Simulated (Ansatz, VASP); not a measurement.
# One calculation of TiC, two programs

```
CELL_PARAMETERS angstrom
0.00000 2.16572 2.16572
2.16572 0.00000 2.16572
2.16572 2.16572 0.00000
ATOMIC_POSITIONS crystal
Ti 0.00000 0.00000 0.00000
C 0.50000 0.50000 0.50000
```

The cell is a database's computed one.

Alike in both runs: task single point; functional PBE; k mesh 8 × 8 × 8; occupations gaussian, width 0.1 eV; no spin polarisation.

```csv
,VASP,Ansatz
version,VASP 6.6.1,Ansatz 0.2.0
potentials or method,"VASP PAW PBE potentials, release 64 (Ti_sv, C)","scalar-relativistic, plane waves, PAW"
plane-wave cutoff (eV),520,420
valence electrons in the cell,16,16
```

```tsv
	VASP	Ansatz	Ansatz less VASP
gap on the k mesh at the Fermi level (eV)	none	none	-
pressure (GPa)	0.4	0.2	-0.22
```

A gap of «none» marks a metal or a gap that the smearing closes.
